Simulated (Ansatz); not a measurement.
# Ti (P6_3/mmc) in Ansatz: notebook

The runs below take Ti through density of states, with PBE, r2SCAN+D3(BJ).

All numbers are computed with Ansatz 0.2.0; they aren't measurements. Logs are shortened: lines on timing, memory, paths and dates and some standing lists are left out, and cuts for length are marked.

## Step 1: The crystal as given

The structure is hexagonal, space group P6_3/mmc (No. 194). The conventional cell has a = 2.950 Å, b = 2.950 Å, c = 4.680 Å, α = 90.00°, β = 90.00°, γ = 120.00°. Around Ti (site symmetry -6m2) lie 12 Ti at 2.89 to 2.95 Å.

## Step 2: Density of states, PBE

Input file input.yaml:

```yaml
crystal:
  lattice: { a: 2.95, b: 2.95, c: 4.68, alpha: 90.0, beta: 90.0, gamma: 120.0 }
  space_group: 194
  reduce_to_primitive: true
  atoms:
    - { symbol: Ti, wyckoff: "2c", position: [0.6666666667, 0.3333333333, 0.75] }
hamiltonian:
  xc: pbe
  pseudopotentials: { kind: paw }
kpoints:
  mp_grid: { grid: [10, 10, 6] }
scf:
  occupations: { method: fermi_dirac, width: 0.025 }
  n_extra_bands: 6
output:
  forces: true
  stress: true
  eigenvalues: true
  dos: { projected: false, de: 0.05, nscf_kmesh: { grid: [15, 15, 9] } }
```

Potentials or basis: Ansatz PAW.

Started as:

```bash
> ansatz run input.yaml --threads 1 --pin off --max-ram 2560MiB --backend cpu --events-out ev --progress --plain --runs-dir out
```

What it wrote:

```text
Warning: RAYON_NUM_THREADS=1 ignored (pool sized by the plan → 1); use --threads N
crystal.space_group: 194 is read as P63/mmc: the typed cell holds Ti2 (Ti 2c). Least distances (Å): Ti–Ti 2.894
crystal.space_group generates its sites in this order, which a site index counts, at these fractional coordinates of the primitive cell where crystal.reduce_to_primitive is true, and else of the cell that is read (crystal.supercell repeats the list replica by replica, and crystal.defects acts on that): 0: Ti [0.666667, 0.333333, 0.750000]; 1: Ti [0.333333, 0.666667, 0.250000];
scf.n_extra_bands = 6 over 12 filled bands (N_el = 24.0): the run solves 18 bands
Engine: ansatz 0.2.0, aarch64-unknown-linux-gnu
Pseudopotentials: kind: paw
Pseudopotential: Ti, paw, valence charge 12, recommended cutoff 420 eV (normal), Ti.paw.azcp
Functional definition: PBE
  parameter kappa = 0.804
  parameter beta = 0.06672455060314922
  exchange = pbe_x(kappa = kappa, mu = beta*pi^2/3)
  correlation = pbe_c(beta = beta)
Crystal: 2 atoms, lattice volume = 35.271 Å³
Basis set: ecut = 420 eV, 687 PW (Γ), exchange–correlation on 40×40×64 points (8 copies of the dense FFT grid, shifted against one another)
Bands: 18, of which v1, the nominal top of the filled ones, is band 12 counted from 1 (11 counted from 0)
Symmetry: 24 space group operations
Space group: P63/mmc (ITA 194), of the structure as read, at distance tolerance 3.3e-5 Å
k-points: 56 of 600
Non-local potential: Ti, projectors of the file, l = 0: 3, l = 1: 2, l = 2: 3, l = 3: 1
PAW form: soft (Blöchl's): semilocal exchange-correlation on the pseudo side does not see the compensation charge
PAW one-centre angular grid: Ti, 590 points (default); XC on 64 Gauss nodes
Initial density: superposition of atomic densities (neutral atoms: chi_scale 0, normalization atom), corrected by the library's trained network
Initial wavefunctions: pseudopotential atomic-orbital guess
Functional: x = pbe(κ = 0.804, μ = 0.2195149727645171), c = pbe(β = 0.06672455060314922)
SCF iter   1: F=—  HF=-4999.331226 eV  |F-HF|=—  |Δ(HF+E_count)|=         —  Δρ=5.12e-3  dr2=4.59e-3  ethr=1.77e-3  ⟨swp⟩=4.4  Hψ=4063  notcnv=0
preconditioner: auto → none  [metal: Δε(μ)=0.021 eV  Ē_g=3.384 eV  σ=0.025 eV  W_gap=0.20  n_scr=8 (ndim 8)  ℏωp=17.7 eV  f_vac=0.000  D(μ)=2.72/eV (n_scr^D=34)  sad-step TF]
SCF iter   2: F=—  HF=-4999.330356 eV  |F-HF|=—  |Δ(HF+E_count)|=   8.69e-4  Δρ=2.58e-3  dr2=1.28e-3  ethr=1.91e-5  ⟨swp⟩=2.0  Hψ=1662  notcnv=0  defer=20
SCF iter   3: F=—  HF=-4999.330475 eV  |F-HF|=—  |Δ(HF+E_count)|=   1.19e-4  Δρ=3.24e-4  dr2=1.59e-5  ethr=5.33e-6  ⟨swp⟩=2.2  Hψ=1495  notcnv=0  defer=20
SCF iter   4: F=—  HF=-4999.330507 eV  |F-HF|=—  |Δ(HF+E_count)|=   3.14e-5  Δρ=8.58e-5  dr2=2.16e-6  ethr=6.61e-8  ⟨swp⟩=2.3  Hψ=1550  notcnv=0  defer=20
iter 5 did not close the SCF: its close was put off for the readings that it lacked (scf_convergence_deferred on its scf_iter line)
SCF iter   5: F=-4999.330506 eV  HF=-4999.330506 eV  |F-HF|=4.13e-9  |Δ(HF+E_count)|=   5.06e-7  Δρ=1.12e-5  dr2=2.97e-8  ethr=8.99e-9  ⟨swp⟩=2.9  Hψ=1681  notcnv=0  defer=20
SCF iter   6: F=-4999.330506 eV  HF=-4999.330506 eV  |F-HF|=2.91e-10  |Δ(HF+E_count)|=   4.74e-9  Δρ=1.09e-6  dr2=3.00e-10  ethr=1.24e-10  ⟨swp⟩=3.1  Hψ=3236  notcnv=0
SCF 1 converged in 6 iterations: F = -4999.330506 eV  dr2 = 3.00e-10
NSCF: frozen V_eff on 135 k-points
SCF converged after 6 iterations
Free energy (F): -4999.330506 eV
Harris-Foulkes:  -4999.330506 eV  (|F-HF|=2.91e-10)
Internal energy: -4999.324960 eV  (E = F + TS)
E sigma→0 (E₀):  -4999.327733 eV
Entropy (-TS):   -0.005546 eV (-2.773 meV/atom)
Fermi energy:    13.126709 eV
--- Per-component energies (eV) ---
  E_band       = -321.117314
  E_kinetic    = 543.875283
  E_local      = -1642.090126  (includes V_loc(G=0)·N_el)
  E_nonlocal   = 15.970159
  E_hartree    = 673.045630
  E_xc         = -194.680088
  E_vxc        = -243.526571  (∫ρ·V_xc dr)
  E_paw        = -2094.967200  (= ΣΔE_a)
  E_vpaw       = -341.438400  (= ΣTr[D̂ρ^β])
  E_aug_tail   = 0.000247  (compensation charges beyond the density's cutoff)
  E_ewald      = -2300.478866
  E_smearing   = -0.005546  (= −TS)
  E_closure    = -0.000000  (closes the sum)
  Σ components = -4999.330506   (vs F -4999.330506, Δ=0.00e0)
--- Forces (eV/Å), atoms counted from 1 ---
  atom   1  Ti    -0.00000000    -0.00000000    -0.00000000
  atom   2  Ti    -0.00000000     0.00000000     0.00000000
  max |Σ_I F_I| component: 1.30e-16 eV/Å
--- Stress (GPa, compression-positive) ---
       -1.344434      -0.000000       0.000000
       -0.000000      -1.344434      -0.000000
        0.000000      -0.000000      -1.651865
  P = ⅓ Tr σ = -1.4469 GPa (-14.469 kbar)
--- Band table (eV; the first three rows and the last of 56) ---
  k-point 0: bands = ["-43.7048", "-43.5758", "-20.2918", "-19.6763", "-19.6763", "-19.6169", "-19.5804", "-19.5804", "6.9906", "10.4918", "13.8490", "13.9095", "13.9095", "14.0065", "14.3951", "14.3951", "14.7492", "14.7492"]
  k-point 1: bands = ["-43.6963", "-43.5846", "-20.2483", "-19.6699", "-19.6699", "-19.6639", "-19.5869", "-19.5869", "7.2200", "10.3547", "13.5064", "13.8180", "13.8180", "13.8817", "14.2769", "14.2769", "14.9856", "14.9856"]
  k-point 2: bands = ["-43.6728", "-43.6084", "-20.1281", "-19.7909", "-19.6524", "-19.6524", "-19.6045", "-19.6045", "7.8719", "9.7853", "13.1224", "13.5632", "13.7437", "13.7437", "14.0290", "14.0290", "15.4515", "15.4515"]
  k-point 55: bands = ["-43.5650", "-43.5650", "-20.1188", "-20.1188", "-19.9194", "-19.9194", "-19.7073", "-19.7073", "11.6397", "11.6397", "12.3548", "12.3548", "12.9040", "12.9040", "14.7713", "14.7713", "16.2928", "16.2928"]
```

Run time: 3.2 s. Hardware: 1 thread of Arm Neoverse V1, shared host; peak memory 0.3 GiB.

What came out:

```yaml
Free_energy: -4999.3305 eV
Pressure: -1.4 GPa
Band_gap_on_the_k_mesh: none (metal or under the smearing width)
Density_of_states_at_the_Fermi_level: 1.78 states/eV per cell
```

Stress tensor (GPa, compression positive):
```
-1.34  0.00  0.00
 0.00 -1.34  0.00
 0.00  0.00 -1.65
```

States per cell in windows of 0.5 eV (zero at the Fermi level; states under -8 eV left out):
| from (eV) | total |
| --- | --- |
| -8.0 | 0.00 |
| -7.5 | 0.00 |
| -7.0 | 0.00 |
| -6.5 | 0.00 |
| -6.0 | 0.05 |
| -5.5 | 0.09 |
| -5.0 | 0.13 |
| -4.5 | 0.17 |
| -4.0 | 0.23 |
| -3.5 | 0.32 |
| -3.0 | 0.63 |
| -2.5 | 0.98 |
| -2.0 | 1.37 |
| -1.5 | 1.15 |
| -1.0 | 1.89 |
| -0.5 | 0.90 |
| 0.0 | 1.85 |
| 0.5 | 2.31 |
| 1.0 | 2.04 |
| 1.5 | 1.06 |
| 2.0 | 1.15 |
| 2.5 | 1.53 |
| 3.0 | 2.11 |
| 3.5 | 0.02 |
| 4.0 | 0.00 |
| 4.5 | 0.00 |
| 5.0 | 0.00 |
| 5.5 | 0.00 |
| 6.0 | 0.00 |
| 6.5 | 0.00 |
| 7.0 | 0.00 |
| 7.5 | 0.00 |

## Step 3: Density of states, r2SCAN+D3(BJ) (volume scaled by 1.25)

Input file input.yaml:

```yaml
crystal:
  lattice:
    - [3.1777911678, 0.0, 0.0]
    - [-1.5888955839, 2.7520478793, 0.0]
    - [0.0, 0.0, 5.0413771747]
  atoms:
    - { symbol: Ti, position: [0.6666666667, 0.3333333333, 0.75] }
    - { symbol: Ti, position: [0.3333333333, 0.6666666667, 0.25] }
hamiltonian:
  xc: r2scan
  pseudopotentials: { kind: nc, accuracy: standard }
  dispersion: d3bj
kpoints:
  mp_grid: { grid: [10, 10, 6] }
scf:
  occupations: { method: gaussian, width: 0.05 }
  n_extra_bands: 32
output:
  forces: true
  stress: true
  eigenvalues: true
  dos: { projected: false, de: 0.05, nscf_kmesh: { grid: [15, 15, 9] } }
```

Potentials or basis: PseudoDojo standard (PBE files).

Started as:

```bash
> ansatz run input.yaml --threads 1 --pin off --max-ram 2560MiB --backend cpu --events-out ev --progress --plain --runs-dir out
```

What it wrote:

```text
Warning: hamiltonian.xc reads the kinetic-energy density τ on the library's norm-conserving files, and those of Ti were made for PBE. This build holds files of Ti that were made for r²SCAN, which a deck under this functional can read where it names no table (hamiltonian.pseudopotentials.accuracy or source), types no xc_functional and has no exact exchange, max_exx_coeff or level of output.embedding that keeps them out. To compare such runs, type hamiltonian.pseudopotentials: {kind: paw, frozen_core: stored} on both or, where PAW refuses one, {kind: nc, accuracy: standard}
Warning: the engine holds no damping parameters fitted to this dispersion correction and functional, so the run takes those fitted to r2scan beside the three-body term, which d3bj leaves out (hamiltonian.dispersion, under Limitations)
Warning: RAYON_NUM_THREADS=1 ignored (pool sized by the plan → 1); use --threads N
scf.n_extra_bands = 32 over 12 filled bands (N_el = 24.0): the run solves 44 bands
[... 1 set-up line as earlier in the session ...]
Pseudopotentials: kind: nc
Pseudopotential: Ti, nc, valence charge 12, recommended cutoff 1142.878222 eV (normal), Ti.nc.azcp (PseudoDojo's, or run here from an input of PseudoDojo's; its table is named by hamiltonian.pseudopotentials.accuracy)
Functional definition: r2SCAN
  parameter k0 = 0.174
  parameter k1 = 0.065
  parameter a1 = 4.9479
  exchange = r2scan_x(k0 = k0, k1 = k1, a1 = a1)
  correlation = r2scan_c
Crystal: 2 atoms, lattice volume = 44.089 Å³
Basis set: ecut = 1142.878222 eV, 3885 PW (Γ), exchange–correlation on 144×144×240 points (64 copies of the dense FFT grid, shifted against one another)
Bands: 44, of which v1, the nominal top of the filled ones, is band 12 counted from 1 (11 counted from 0)
[... 1 set-up line as earlier in the session ...]
Space group: P63/mmc (ITA 194), of the structure as read, at distance tolerance 3.5e-5 Å
k-points: 56 of 600
Non-local potential: Ti, projectors of the file, l = 0: 2, l = 1: 2, l = 2: 2
Initial density: superposition of atomic densities (chi_scale 0.1, normalization cell)
[... 1 set-up line as earlier in the session ...]
Functional: x = r2scan, c = r2scan; τ floored in thin density (d = 2e-4 eV/Å³)
SCF iter   1: F=—  HF=-3241.993090 eV  |F-HF|=—  |Δ(HF+E_count)|=         —  Δρ=6.64e-2  dr2=2.24e0  dr2_τ=2.73e0  ethr=3.10e-3  ⟨swp⟩=5.1  Hψ=11327  notcnv=0  defer=766
preconditioner: auto → none  [metal: Δε(μ)=0.012 eV  Ē_g=19.628 eV  σ=0.050 eV  W_gap=0.13  n_scr=8 (ndim 8)  ℏωp=15.8 eV  f_vac=0.000  D(μ)=2.00/eV (n_scr^D=22)  sad-step TF]
SCF iter   2: F=—  HF=-3241.510094 eV  |F-HF|=—  |Δ(HF+E_count)|=   4.83e-1  Δρ=2.70e-2  dr2=3.75e-1  dr2_τ=4.26e-1  ethr=3.10e-3  ⟨swp⟩=2.0  Hψ=3356  notcnv=0  defer=1344
SCF iter   3: F=—  HF=-3241.434159 eV  |F-HF|=—  |Δ(HF+E_count)|=   7.59e-2  Δρ=5.75e-3  dr2=7.79e-3  dr2_τ=3.83e-3  ethr=1.56e-3  ⟨swp⟩=2.9  Hψ=2010  notcnv=0  defer=1344
SCF iter   4: F=—  HF=-3241.438339 eV  |F-HF|=—  |Δ(HF+E_count)|=   4.18e-3  Δρ=8.10e-4  dr2=1.04e-4  dr2_τ=8.09e-5  ethr=3.25e-5  ⟨swp⟩=2.7  Hψ=2262  notcnv=0  defer=1344
SCF iter   5: F=—  HF=-3241.438373 eV  |F-HF|=—  |Δ(HF+E_count)|=   3.39e-5  Δρ=1.21e-4  dr2=2.14e-6  dr2_τ=3.37e-6  ethr=4.35e-7  ⟨swp⟩=2.2  Hψ=1775  notcnv=0  defer=1344
SCF iter   6: F=—  HF=-3241.438465 eV  |F-HF|=—  |Δ(HF+E_count)|=   9.19e-5  Δρ=3.31e-5  dr2=1.82e-7  dr2_τ=1.14e-7  ethr=4.17e-10  ⟨swp⟩=13.7  Hψ=18253  notcnv=0
SCF iter   7: F=-3241.438465 eV  HF=-3241.438465 eV  |F-HF|=6.37e-10  |Δ(HF+E_count)|=   9.81e-9  Δρ=5.06e-6  dr2=3.83e-9  dr2_τ=2.66e-9  ethr=4.17e-10  ⟨swp⟩=5.0  Hψ=6809  notcnv=0
SCF 1 converged in 7 iterations: F = -3241.438465 eV  dr2 = 3.83e-9
NSCF: frozen V_eff on 135 k-points
SCF converged after 7 iterations
Free energy (F): -3241.438465 eV
Harris-Foulkes:  -3241.438465 eV  (|F-HF|=6.37e-10)
Internal energy: -3241.436402 eV  (E = F + TS)
E sigma→0 (E₀):  -3241.437434 eV
Entropy (-TS):   -0.002064 eV (-1.032 meV/atom)
Fermi energy:    10.138176 eV
--- Per-component energies (eV) ---
  E_band       = -436.111436
  E_kinetic    = 1254.443639
  E_local      = -2656.794556  (includes V_loc(G=0)·N_el)
  E_nonlocal   = 40.116734
  E_hartree    = 737.544107
  E_xc         = -480.724324
  E_vxc        = -591.862756  (∫ρ·V_xc dr)
  E_vtau       = 42.897015  (kinetic-family band-sum trace: ∫τ·v_τ [+ j·A + Jᵃ·Aᵃ] dr)
  E_ewald      = -2135.575403
  E_disp       = -0.446599  (pairwise vdW)
  E_smearing   = -0.002064  (= −TS)
  E_closure    = 0.000000  (closes the sum)
  Σ components = -3241.438465   (vs F -3241.438465, Δ=0.00e0)
--- Forces (eV/Å), atoms counted from 1 ---
  atom   1  Ti     0.00000000     0.00000000    -0.00000000
  atom   2  Ti     0.00000000     0.00000000     0.00000000
  max |Σ_I F_I| component: 0.00e0 eV/Å
--- Stress (GPa, compression-positive) ---
      -20.529971      -0.000000       0.000000
        0.000000     -20.529971      -0.000000
        0.000000      -0.000000     -20.805385
  P = ⅓ Tr σ = -20.6218 GPa (-206.218 kbar)
--- Band table (eV; the first three rows and the last of 56) ---
  k-point 0: bands = ["-50.4445", "-50.3958", "-25.3986", "-25.0997", "-25.0997", "-25.0795", "-25.0525", "-25.0525", "3.9066", "7.7254", "10.0721", "10.8600", "10.8600", "10.9154", "11.2328", "11.2328", "11.5604", "11.5604", "12.7142", "12.7142", "16.4912", "23.8642", "26.1606", "26.4251", "26.6238", "26.6238", "27.9252", "27.9252", "29.7460", "29.7460", "30.6592", "32.1920", "32.7522", "32.7522", "33.9140", "34.8622", "34.8622", "35.5134", "35.5134", "37.3888", "43.6130", "47.2061", "47.2061", "47.5079"]
  k-point 1: bands = ["-50.4412", "-50.3990", "-25.3777", "-25.1014", "-25.0965", "-25.0965", "-25.0557", "-25.0557", "4.1057", "7.4288", "9.9469", "10.7920", "10.7920", "10.8118", "11.1436", "11.1436", "11.7385", "11.7385", "12.7143", "12.7143", "17.2643", "23.6826", "25.6965", "26.0254", "26.6897", "26.6897", "27.8655", "27.8655", "29.6852", "29.6852", "31.2647", "31.4526", "31.8703", "31.8703", "35.3908", "35.4255", "35.4255", "36.6305", "36.6305", "37.3677", "43.4420", "44.7705", "44.7705", "45.9544"]
  k-point 2: bands = ["-50.4323", "-50.4080", "-25.3203", "-25.1608", "-25.0879", "-25.0879", "-25.0643", "-25.0643", "4.6822", "6.5910", "9.9421", "10.5373", "10.7353", "10.7353", "10.9545", "10.9545", "12.0933", "12.0933", "12.6465", "12.6465", "19.1180", "23.1633", "24.7182", "24.8829", "26.9188", "26.9188", "27.6619", "27.6619", "29.6598", "29.6598", "30.6674", "30.6674", "31.6987", "32.2399", "36.8796", "36.8796", "37.1519", "37.4550", "38.4613", "38.4613", "42.2265", "42.2265", "42.7534", "43.7790"]
  k-point 55: bands = ["-50.3921", "-50.3921", "-25.3115", "-25.3115", "-25.2115", "-25.2115", "-25.1196", "-25.1196", "8.8111", "8.8111", "9.4558", "9.4558", "9.7181", "9.7181", "11.5642", "11.5642", "12.6963", "12.6963", "14.9220", "14.9220", "17.1398", "17.1398", "17.7750", "17.7750", "25.1443", "25.1443", "27.0109", "27.0109", "28.8771", "28.8771", "33.5933", "33.5933", "35.5530", "35.5530", "38.1600", "38.1600", "43.1196", "43.1196", "43.5120", "43.5120", "45.9866", "45.9866", "47.2331", "47.2331"]
```

dos.tsv:

```text
# E-E_F[eV]	g_bin_mean(E)[states/eV]	N(E)
# format = ansatz-dos/2
# fermi_ev = 10.140965
# fermi_mp_grid = 15 15 9
# fermi_mp_shift = 0 0 0
# nscf_kmesh_grid = 15 15 9
# nscf_kmesh_shift = 0 0 0
# tetrahedron_fermi_ev = 10.140083
# g_bin_mean(E): the states in a bin one row spacing wide, centred on E, divided by that spacing. States that the method places at a single energy (under output.dos.method: tetrahedron, those of a tetrahedron whose four corners have one energy) are counted whole in the row whose bin holds that energy (on the edge of two bins, in the lower row). The sum of g_bin_mean over a run of rows, times the row spacing, is the number of states from half a spacing under the first of them to half a spacing over the last (a plain sum, not the trapezoid rule).
-61.085453	0.000000e0	0.000000e0
-61.035453	0.000000e0	0.000000e0
-60.985453	0.000000e0	0.000000e0
-60.935453	0.000000e0	0.000000e0
-60.885453	0.000000e0	0.000000e0
-60.835453	0.000000e0	0.000000e0
[... 1988 lines left out ...]
38.614547	0.000000e0	8.800000e1
38.664547	0.000000e0	8.800000e1
```

Wall time 57 s (1 thread of Arm Neoverse V1, shared host); peak memory 0.85 GiB.

What came out:

```
Free energy                          : -3241.4385 eV
Pressure                             : -20.6 GPa
Band gap on the k mesh               : none (metal or under the smearing width)
Density of states at the Fermi level : 1.96 states/eV per cell
```

Stress tensor (GPa, compression positive):
```
-20.53   0.00   0.00
  0.00 -20.53   0.00
  0.00   0.00 -20.81
```

States per cell in windows of 1 eV (zero at the Fermi level; states under -8 eV left out):
| from (eV) | total |
| --- | --- |
| -8.0 | 0.00 |
| -7.0 | 0.01 |
| -6.0 | 0.19 |
| -5.0 | 0.36 |
| -4.0 | 0.58 |
| -3.0 | 1.24 |
| -2.0 | 2.36 |
| -1.0 | 3.16 |
| 0.0 | 4.81 |
| 1.0 | 3.29 |
| 2.0 | 5.45 |
| 3.0 | 1.37 |
| 4.0 | 0.87 |
| 5.0 | 0.35 |
| 6.0 | 0.83 |
| 7.0 | 1.43 |

Caveat: the meta-GGA runs on potentials made for a GGA; the potentials were made for another functional, which shifts forces and pressure; pairwise dispersion overbinds metals, which lowers pressure and volume; the dispersion damping was fitted for another functional or another form of the correction.
